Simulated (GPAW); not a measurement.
# BaTiO3 (P4mm) in GPAW: notebook

One crystal, BaTiO3, is run at these levels: PBE; tasks: single point.

Program: GPAW 26.7.0. These are calculated values, not measurements. Logs are shortened: lines on timing, memory, paths and dates and some standing lists are left out, and cuts for length are marked. The log counts tension as positive stress, the text compression.

## 1. Starting point

The structure is tetragonal, space group P4mm (No. 99). Conventional cell: a = 4.000 Å, b = 4.000 Å, c = 4.018 Å, α = 90.00°, β = 90.00°, γ = 90.00°. Ba (site symmetry 4mm) is surrounded by 12 O at 2.79 to 2.88 Å. Ti (site symmetry 4mm) is surrounded by 6 O at 1.89 to 2.13 Å. O (site symmetry 2mm) is surrounded by 2 Ti at 2.00 Å. Around O (site symmetry 4mm) lie 2 Ti at 1.89 to 2.13 Å.

## 2. Single point, PBE

run.py

```python
from ase.dft.bandgap import bandgap
from ase.io import read, write
from ase.units import GPa
from gpaw import GPAW, PW

atoms = read('POSCAR')

calc = GPAW(mode=PW(800),
            xc='PBE',
            kpts={'size': (7, 7, 7), 'gamma': True},
            occupations={'name': 'methfessel-paxton', 'order': 0, 'width': 0.011},
            nbands=36,
            convergence={'density': 1e-05, 'energy': 1e-05},
            maxiter=150,
            txt='gpaw.txt')
atoms.calc = calc
energy = atoms.get_potential_energy()
forces = atoms.get_forces()
stress = atoms.get_stress()
calc.write('gs.gpw')
write('result.traj', atoms)
print(f'Energy: {energy:.6f} eV')
print('Forces (eV/A):')
print(forces.round(4))
print('Stress (GPa):', (stress / GPa).round(3))
print('Fermi level:', round(calc.get_fermi_level(), 4), 'eV')
print(f'Gap: {bandgap(calc)[0]:.4f} eV, direct: {bandgap(calc, direct=True)[0]:.4f} eV')
```

POSCAR

```
BaTiO3
1.0
    3.9998000000      0.0000000000      0.0000000000
    0.0000000000      3.9998000000      0.0000000000
    0.0000000000      0.0000000000      4.0180000000
Ba Ti O
1 1 3
Direct
    0.0000000000      0.0000000000      0.0000000000
    0.5000000000      0.5000000000      0.4900000000
    0.0000000000      0.5000000000      0.5170000000
    0.5000000000      0.0000000000      0.5170000000
    0.5000000000      0.5000000000      0.0190000000
```

Potentials or basis: GPAW PAW data sets (gpaw-data 1.2.1), pw.

Started as:

```sh
> OMP_NUM_THREADS=1 python run.py
```

gpaw.txt:

```text
__  _  _
 | _ |_)|_||  |
 |__||  | ||/\| - 26.7.0

Input parameters:
  mode=PW(ecut=800.0),
  convergence={'density': 1e-05, 'energy': 1e-05},
  kpts=MonkhorstPack(size=(7, 7, 7), gamma=True),
  maxiter=150,
  nbands=36,
  occupations=Occupations(name='methfessel-paxton', order=0, width=0.011),
  xc=XC(name='PBE')

Diagonalizing LCAO Hamiltonian
Converting LCAO to pw mode
   .---------.
  /|         |
 * |         |
 |O|         |
 | |  OTi    |
 | .---------.
 |/    O    /
 Ba--------*

Atoms  # Å, Bohr magnetons
|   | symbol |        x |        y |        z |    initial magnetic moments |
|---|--------|----------|----------|----------|-----------------------------|
| 0 |     Ba | 0.000000 | 0.000000 | 0.000000 | ( 0.0000,  0.0000,  0.0000) |
| 1 |     Ti | 1.999900 | 1.999900 | 1.968820 | ( 0.0000,  0.0000,  0.0000) |
| 2 |      O | 0.000000 | 1.999900 | 2.077306 | ( 0.0000,  0.0000,  0.0000) |
| 3 |      O | 1.999900 | 0.000000 | 2.077306 | ( 0.0000,  0.0000,  0.0000) |
| 4 |      O | 1.999900 | 1.999900 | 0.076342 | ( 0.0000,  0.0000,  0.0000) |

Unit cell  # Å
| periodic |        x |        y |        z |  lengths |    angles |
|----------|----------|----------|----------|----------|-----------|
|      yes | 3.999800 | 0.000000 | 0.000000 | 3.999800 | 90.000000 |
|      yes | 0.000000 | 3.999800 | 0.000000 | 3.999800 | 90.000000 |
|      yes | 0.000000 | 0.000000 | 4.018000 | 4.018000 | 90.000000 |

Number of symmetries: 8
Symmetry operations  # r_c * U_cc + t_c -> r_c
|   | kind |            matrix            |
|---|------|------------------------------|
| 0 |  E   |  1, 0, 0,  0, 1, 0,  0, 0, 1 |
| 1 |  σ   |  1, 0, 0,  0,-1, 0,  0, 0, 1 |
| 2 |  σ   |  0, 1, 0,  1, 0, 0,  0, 0, 1 |
| 3 |  C4  |  0, 1, 0, -1, 0, 0,  0, 0, 1 |
| 4 |  C4  |  0,-1, 0,  1, 0, 0,  0, 0, 1 |
| 5 |  σ   |  0,-1, 0, -1, 0, 0,  0, 0, 1 |
| 6 |  σ   | -1, 0, 0,  0, 1, 0,  0, 0, 1 |
| 7 |  C2  | -1, 0, 0,  0,-1, 0,  0, 0, 1 |

BZ-sampling:
  Number of BZ points: 343
  Number of IBZ points: 40

  Monkhorst-Pack size: [7, 7, 7]
  Monkhorst-Pack shift: [0, 0, 0]

K-points  # in reciprocal-cell coordinates
|     |                                coordinates |     weight |
|-----|--------------------------------------------|------------|
|   0 | (  0.00000000,   0.00000000,   0.00000000) | 0.00291545 |
|   1 | (  0.00000000,   0.00000000,   0.14285714) | 0.00583090 |
|   2 | (  0.00000000,   0.00000000,   0.28571429) | 0.00583090 |
|   3 | (  0.00000000,   0.00000000,   0.42857143) | 0.00583090 |
|   4 | (  0.14285714,   0.00000000,   0.00000000) | 0.01166181 |
|   5 | (  0.14285714,   0.00000000,   0.14285714) | 0.02332362 |
|   6 | (  0.14285714,   0.00000000,   0.28571429) | 0.02332362 |
|   7 | (  0.14285714,   0.00000000,   0.42857143) | 0.02332362 |
|   8 | (  0.14285714,   0.14285714,   0.00000000) | 0.01166181 |
|   9 | (  0.14285714,   0.14285714,   0.14285714) | 0.02332362 |
| ... |                                            |            |
|  39 | (  0.42857143,   0.42857143,   0.42857143) | 0.02332362 |

Plane wave coefficients: 3322
Cutoff: 800.0 eV

Spin-components: 1 (collinear spins)
Bands:           36
Projectors:      27
Spin-degeneracy: 2
Datatype:        complex128

Parallelization:
  kpt:    1
  domain: 1
  band:   1

Density:
  Valence electrons: 40.0
  Components: 1
  Grid points: [27 27 27]
  Charge: 0.0  # |e|

Potential:
  Grid points: [27 27 27]

species:
  Ba:
    name:    Barium
    Z:       56.0
    valence: 10
    core:    46
    charge:  0.0  # [|e|]
    compensation charges:
      type: gauss
      rc: 0.37  # [Å]
      lmax: 2
    cutoffs:
      filter: 2.06  # [Å]
      core: 2.33  # [Å]
    projectors
    | kind |    occ | energy [eV] | rcut [Å] |
    |------|--------|-------------|----------|
    |   5s |  2.000 |     -33.644 |    1.164 |
    |   6s |  2.000 |      -3.229 |    1.164 |
    |   5p |  6.000 |     -18.744 |    1.164 |
    |    p |        |       0.000 |    1.164 |
    |    d |        |       0.000 |    1.164 |
    |    d |        |      27.211 |    1.164 |

    Using partial waves for Ba as LCAO basis

  Ti:
    name:    Titanium
    Z:       22.0
    valence: 12
    core:    10
    charge:  0.0  # [|e|]
    compensation charges:
      type: gauss
      rc: 0.38  # [Å]
      lmax: 2
    cutoffs:
      filter: 2.23  # [Å]
      core: 1.02  # [Å]
    projectors
    | kind |    occ | energy [eV] | rcut [Å] |
    |------|--------|-------------|----------|
    |   3s |  2.000 |     -62.623 |    1.270 |
    |   4s |  2.000 |      -4.466 |    1.270 |
    |   3p |  6.000 |     -38.862 |    1.058 |
    |   4p |  0.000 |      -1.466 |    1.058 |
    |   3d |  2.000 |      -4.258 |    1.058 |
    |    d |        |      22.953 |    1.058 |

    Using partial waves for Ti as LCAO basis

  O:
    name:    Oxygen
    Z:       8.0
    valence: 6
    core:    2
    charge:  0.0  # [|e|]
    compensation charges:
      type: gauss
      rc: 0.21  # [Å]
      lmax: 2
    cutoffs:
      filter: 1.17  # [Å]
      core: 0.83  # [Å]
    projectors
    | kind |    occ | energy [eV] | rcut [Å] |
    |------|--------|-------------|----------|
    |   2s |  2.000 |     -23.961 |    0.688 |
    |   2p |  4.000 |      -9.029 |    0.598 |
    |    s |        |       3.251 |    0.688 |
    |    p |        |      18.182 |    0.598 |
    |    d |        |       0.000 |    0.619 |

    Using partial waves for O as LCAO basis

Reference energy: -250624.413696  # eV

eigensolver:
  PPCG
  Converge bands: occupied
  niter=2

density mixing:
  MSR1-Mixer
  Pratt-step length: 0.05
  Maximum mixing coefficient: 0.75
  Old densities: 10
  SVD Regularization: 0.005
  Good broyden scale: 1.0
  Trust region scale: 1.0
  Backstep threshold: 4.0
  History deletion threshold: 6.0
  Fourier metric: weight=20.0, sigma=0.015

occupation numbers:
  Methfessel-Paxton:
    width: 0.0110  # eV
    order: 0

poisson solver:
  ecut: 6400.0  # eV

xc functional:
  name: PBE with 2 nearest neighbor stencil

convergence criteria:
[... 6 lines left out ...]
|iter     | |      energy | eigst |  dens |
|---------|-|-------------|-------|-------|
|iter:   1| |  -44.838871 | +0.24 |       |
|iter:   2| |  -43.118236 | -1.44 | -0.87 |
|iter:   3| |  -39.745000 | -0.89 | -0.94 |
|iter:   4| |  -39.547160 | -2.13 | -1.45 |
|iter:   5| |  -39.514154 | -2.82 | -1.62 |
|iter:   6| |  -39.520908 | -3.40 | -1.95 |
|iter:   7| |  -39.520894 | -4.45 | -2.70 |
|iter:   8| |  -39.520901c| -5.16 | -2.98 |
|iter:   9| |  -39.520909c| -6.29 | -3.51 |
|iter:  10| |  -39.520910c| -7.45c| -4.00 |
|iter:  11| |  -39.520910c| -8.00c| -4.96 |
|iter:  12| |  -39.520910c| -8.50c| -5.42c|

Converged in 12 steps
Energy contributions relative to reference atoms: (reference = -250624.413696)

Energy contributions:
  Kinetic:          45.867910
  Coulomb:         -48.340548
  Zero:              0.818052
  External:          0.000000
  Xc:              -37.866324
  Entropy:           0.000000
  Spinorbit:         0.000000
  ----------------------------
  Free energy:     -39.520910
  Extrapolated:    -39.520910

dipole moment: (-35.421375, -35.421375, -33.885591)  # |e|*Ang

Fermi level: 8.534
Eigenvalues  # (at kpt = [0.000, 0.000, 0.000])
| band index |      eig [eV] | occ [0-2] |
|------------|---------------|-----------|
|          0 |       -48.862 |     2.000 |
|        ... |               |           |
|         12 |         5.356 |     2.000 |
|         13 |         5.356 |     2.000 |
|         14 |         6.442 |     2.000 |
|         15 |         6.442 |     2.000 |
|         16 |         6.534 |     2.000 |
|         17 |         7.381 |     2.000 |
[... 8 lines left out ...]
|         26 |        12.761 |     0.000 |
|         27 |        15.014 |     0.000 |
|        ... |               |           |
|         35 |        27.479 |     0.000 |

Gap: 1.907 eV
Transition (v -> c):
  (s=0, k=39, n=19, [0.43, 0.43, 0.43]) -> (s=0, k=0, n=20, [0.00, 0.00, 0.00])
Direct/indirect transitions are different
Direct gap: 2.091 eV
Transition at: (s=0, k=0, n=19, [0.00, 0.00, 0.00])

Forces  # eV/Ang
|        x |       y |        z |
|----------|---------|----------|
|  0.00000 | 0.00000 |  0.06140 |  # Ba   0
|  0.00000 | 0.00000 | -0.09029 |  # Ti   1
| -0.00000 | 0.00000 | -0.11006 |  # O    2
|  0.00000 | 0.00000 | -0.11006 |  # O    3
| -0.00000 | 0.00000 |  0.24969 |  # O    4

Stress tensor  # eV/Ang^3
|         x |         y |         z |
|-----------|-----------|-----------|
| -0.021521 |  0.000000 |  0.000000 |
|  0.000000 | -0.021521 |  0.000000 |
|  0.000000 |  0.000000 | -0.027414 |

# Writing to gs.gpw (mode='')
```

stdout:

```text
Energy: -39.520910 eV
Forces (eV/A):
[[ 0.      0.      0.0614]
 [ 0.      0.     -0.0903]
 [-0.      0.     -0.1101]
 [ 0.      0.     -0.1101]
 [-0.      0.      0.2497]]
Stress (GPa): [-3.448 -3.448 -4.392  0.     0.     0.   ]
Fermi level: 8.5343 eV
Gap: 1.9072 eV, direct: 2.0915 eV
```

Run time: 84 s. Hardware: 1 thread of Arm Neoverse V2, shared host; peak memory 0.27 GiB.

What came out:

```yaml
Free_energy: -39.5209 eV
Pressure: 3.8 GPa
Largest_force: 0.250 eV/Å
Band_gap_on_the_k_mesh: 1.91 eV, indirect (least direct gap 2.09 eV)
```

Forces in eV/Å, atoms in the order of the input:
```
Ba   0.000  0.000  0.061
Ti   0.000  0.000 -0.090
O    0.000  0.000 -0.110
O    0.000  0.000 -0.110
O    0.000  0.000  0.250
```

Caveat: spin-orbit coupling is left out, which moves the levels of the heavy elements; an odd mesh through Γ misses points on the zone boundary, where band edges often lie.

## 3. Single point, PBE

Changes to run.py since step 2:

```diff
@@ -5,3 +5,3 @@
 
-atoms = read('POSCAR')
+atoms = read('BaTiO3.xyz')
 
@@ -10,3 +10,3 @@
             kpts={'size': (7, 7, 7), 'gamma': True},
-            occupations={'name': 'methfessel-paxton', 'order': 0, 'width': 0.011},
+            occupations={'name': 'methfessel-paxton', 'order': 0, 'width': 0.012},
             nbands=36,
```

BaTiO3.xyz

```xyz
5
Lattice="3.9998000000 0.0000000000 0.0000000000 0.0000000000 3.9998000000 0.0000000000 0.0000000000 0.0000000000 4.0180000000" Properties=species:S:1:pos:R:3 pbc="T T T"
Ba     0.0000000000      0.0000000000      0.0000000000
Ti     1.9999000000      1.9999000000      1.9688200000
O      0.0000000000      1.9999000000      2.0773060000
O      1.9999000000      0.0000000000      2.0773060000
O      1.9999000000      1.9999000000      0.0763420000
```

Potentials or basis: GPAW PAW data sets (gpaw-data 1.2.1), pw.

Started as:

```sh
> OMP_NUM_THREADS=1 python run.py
```

It took 84 s on 1 thread of Arm Neoverse V2, shared host; peak memory 0.27 GiB.

It converged, with:

* Free energy: -39.5209 eV
* Pressure: 3.8 GPa
* Largest force: 0.250 eV/Å
* Band gap on the k mesh: 1.91 eV, indirect (least direct gap 2.09 eV)

Forces in eV/Å, atoms in the order of the input:
```
Ba   0.000  0.000  0.061
Ti   0.000  0.000 -0.090
O    0.000  0.000 -0.110
O    0.000  0.000 -0.110
O    0.000  0.000  0.250
```

Stress tensor (GPa, compression positive):
```
3.45 0.00 0.00
0.00 3.45 0.00
0.00 0.00 4.39
```

Levels at points of the mesh, in eV from the valence-band top:
```tsv
k point	band 16	band 17	band 18	band 19	band 20	band 21	band 22	band 23	band 24	band 25
(0.00, 0.00, 0.00)	-1.14	-1.05	-0.20	-0.18	-0.18	1.91	2.12	2.12	4.10	4.20
```

Caveat: spin-orbit coupling is left out, which moves the levels of the heavy elements; an odd mesh through Γ misses points on the zone boundary, where band edges often lie.
